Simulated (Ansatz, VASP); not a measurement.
Sb: VASP beside Ansatz

```
CELL_PARAMETERS angstrom
2.21963 -3.24122 0.00000
2.21963 3.24122 0.00000
-1.41736 0.00000 2.08213
ATOMIC_POSITIONS crystal
Sb 0.50000 0.50000 0.50000
```

Alike in both runs: task single point; functional PBE; k mesh 6 × 6 × 8; occupations gaussian, width 0.1 eV; no spin polarisation.

|  | VASP | Ansatz |
| --- | --- | --- |
| version | VASP 6.6.1 | Ansatz 0.2.0 |
| potentials or method | VASP PAW PBE potentials, release 64 (Sb) | scalar-relativistic, plane waves, PAW |
| plane-wave cutoff (eV) | 520 | 420 |
| valence electrons in the cell | 5 | 15 |

|  | VASP | Ansatz | Ansatz less VASP |
| --- | --- | --- | --- |
| gap on the k mesh at the Fermi level (eV) | none | none | - |
| pressure (GPa) | 15.5 | 15.3 | -0.20 |
| largest component of the traceless stress (GPa) | 25.59 | 25.28 | -0.312 |

A gap of «none» marks a metal or a gap that the smearing closes. The two sets of potentials don't hold the same shells in valence.

Caveats: the k mesh is coarse (spacing up to 0.38 Å⁻¹), so the values aren't converged; so large a pressure means that the cell lies far from this level's equilibrium, or that cutoff or potentials fall short (VASP). The runs have no spin-orbit coupling, so splittings on Sb are missing.
